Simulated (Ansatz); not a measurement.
Chalcopyrite CuInS2, treated with PBEsol-D3(BJ) (Ansatz, a program for electronic structure, PAW).

Settings: plane-wave cutoff 520 eV, 10×10×10 k mesh, Fermi–Dirac smearing 0.01 eV, no spin polarisation, scalar-relativistic PAW data made under PBE.

Energies at three volumes about the minimum:

```
V (Å³/atom)  E − E_lowest (meV/atom)
-----------  -----------------------
19.742                          2.16
20.145                          0.00
20.548                          2.02
```

Task: Fit a parabola by hand: where is the minimum, and what is the bulk modulus?

Result: Slopes: (0.00 − 2.16)/(20.145 − 19.742) = -5.360 and (2.02 − 0.00)/(20.548 − 20.145) = 5.012 meV/Å³. Curvature E″ = 2 × (5.012 − (-5.360))/(20.548 − 19.742) = 25.737 meV/Å⁶. From the middle of the first interval, the slope vanishes at V0 = 19.9435 − (-5.360)/25.737 = 20.152 Å³/atom. B = V0 E″ = 20.152 × 25.737 meV/Å³ × 0.1602 GPa per meV/Å³ = 83.1 GPa. The full Birch–Murnaghan fit to all volumes gives V0 = 20.144 Å³/atom and B0 = 82.9 GPa.

Shape and atoms are relaxed at each volume.

Note: the bulk modulus comes from volumes at which shape and atoms were relaxed.
